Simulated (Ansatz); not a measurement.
GaN under changes of volume

One of the cells (11.310 Å³/atom); the others are scaled copies at fixed shape and fractional positions:

```
Ga N
1.0
     3.18000    0.00000    0.00000
    -1.59000    2.75396    0.00000
     0.00000    0.00000    5.16600
Ga N
2 2
Cartesian
  1.5900 0.9180 2.5830
  0.0000 1.8360 0.0000
  1.5900 0.9180 4.5203
  0.0000 1.8360 1.9373
```

```yaml
Program: Ansatz 0.2.0
Functional: rPW86-PBE
Potentials_or_basis: Ansatz PAW
Cutoff: "420 eV (not typed: the program's choice for these potentials)"
k_mesh: 10 × 10 × 5
Occupations: fermi-dirac, width 0.05 eV
Spin: no spin polarisation
```

```csv
volume (Å³/atom),energy over the lowest point (meV/atom),pressure (GPa),gap on the mesh (eV),largest force (eV/Å)
10.632,117.17,28.3,2.41,0.149
10.858,81.20,22.7,2.26,0.142
11.084,?,?,?,?
11.310,30.97,13.2,1.97,0.130
11.537,15.34,9.1,1.83,0.124
11.763,5.20,5.4,1.70,0.119
11.989,0.00,2.0,1.56,0.114
```

What does the run at 11.084 Å³/atom give?

Energy over the lowest point 52.73 meV/atom; pressure 17.7 GPa; gap on the mesh 2.11 eV; largest force 0.136 eV/Å.

Worked out: A Birch-Murnaghan fit of order 3 (a polynomial in V^(-2/3)) to the other rows has its minimum at 12.14 Å³/atom, just outside them, with B0 = V·E''(V) = 158 GPa and B' = 4.6 at fixed shape and positions, which overstates the stiffness. It gives 52.71 meV/atom at 11.084 Å³/atom, against the run's 52.73, and -dE/dV = 17.7 GPa, against 17.7. A straight line through the other rows of the gap, of slope -7.06 eV per unit of ln V (its deformation potential), gives 2.11 eV, against the run's 2.11.

Energies are extrapolated to zero smearing.

Caveats: odd divisions of the mesh miss points on the zone boundary, where band edges often lie, so the gap on the mesh can be too wide; the PAW data sets come from PBE, with cores solved anew for the run's functional, which leaves a small shift of forces and pressure.

Spin-orbit coupling on Ga is left out.
